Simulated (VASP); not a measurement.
Te: single point with PBE

The system is Te.

```
Te
1.0
     2.30590    1.33131    1.69095
    -2.30590    1.33131    1.69095
     0.00000   -2.66263    1.69095
Te
1
Direct
  0.50000 0.50000 0.50000
```

This isn't the form of Te at room conditions, which is trigonal, of chains.

```
Program             : VASP 6.6.1
Task                : single point
Functional          : PBE
Potentials or basis : VASP PAW PBE potentials, release 64 (Te)
Cutoff              : 520 eV
k mesh              : 9 × 9 × 9
Occupations         : gaussian, width 0.013 eV
Spin                : no spin polarisation
```

```yaml
Pressure: 2.6 GPa
Band_gap_on_the_k_mesh: none (metal or under the smearing width)
```

Stress tensor (GPa, compression positive):
```
2.72 0.00 0.00
0.00 2.72 0.00
0.00 0.00 2.45
```

Levels at points of the mesh, in eV from the Fermi level:
```
           k point  band 1  band 2  band 3  band 4  band 5  band 6
(0.00, 0.00, 0.00)  -13.98    0.95    1.43    1.43    6.05    6.05
```

Run time: 4.9 s on 1 thread of Intel(R) Xeon(R) 6975P-C (Granite Rapids), on a shared host, peak memory 0.14 GiB.

Spin-orbit coupling is left out, which matters for the levels of Te.
